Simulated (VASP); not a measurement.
Write the native input for VASP 6.6.1 that does the following.

| Property | Result |
| --- | --- |
| Task | single point |
| Functional | PBEsol |
| Potentials or basis | VASP PAW PBE potentials, release 64 (Co) |
| Cutoff | 520 eV |
| k mesh | 9 × 9 × 6 |
| Occupations | gaussian, width 0.1 eV |
| Spin | collinear spin, typed start |
| Starting moments | [1.83, 1.83] μB |
| Dipole correction | no |
| Further INCAR settings | ALGO = Normal; EDIFF = 1e-06; NBANDS = 20 |

The structure of Co lies in POSCAR:

```
Co
1.0
    2.4531794930      0.0000000028      0.0000000000
   -1.2265897490      2.1245157595      0.0000000000
    0.0000000000      0.0000000000      3.9658531684
Co
2
Direct
    0.6666666667      0.3333333333      0.2499849273
    0.3333333333      0.6666666667      0.7500150727
```

These files were run (other wordings do the same):

INCAR

```
SYSTEM = Co
PREC = Accurate
ENCUT = 520
EDIFF = 1E-6
ISMEAR = 0
SIGMA = 0.1
LREAL = .False.
LASPH = .True.
NELM = 150
ALGO = Normal
ISIF = 2
LWAVE = .False.
LCHARG = .True.
ISPIN = 2
MAGMOM = 1.83 1.83
LORBIT = 11
LMAXMIX = 4
GGA = PS
LELF = .True.
LVHAR = .True.
NBANDS = 20
```

KPOINTS

```
Automatic mesh
0
Gamma
  9 9 6
  0 0 0
```

Potentials or basis: VASP PAW PBE potentials, release 64 (Co).

Run with:

```console
$ cat potpaw_PBE.64/Co/POTCAR > POTCAR
$ mpirun -np 1 vasp_std > vasp.out
```

Results of the run:

```json
{
 "Pressure": "-1.1 GPa",
 "Band gap on the k mesh": "none (metal or under the smearing width)",
 "Net moment": "3.01 μB per cell",
 "Site moments": "Co +1.51 μB",
 "Valence electrons inside the program's atomic spheres": "Co 8.37"
}
```

Caveat: the PAW data sets were made with another functional, which shifts forces and pressure a little.

Run time: 30 s on 1 thread of Intel(R) Xeon(R) Platinum 8375C CPU @ 2.90GHz (Ice Lake) (shared host), peak memory 0.16 GiB.
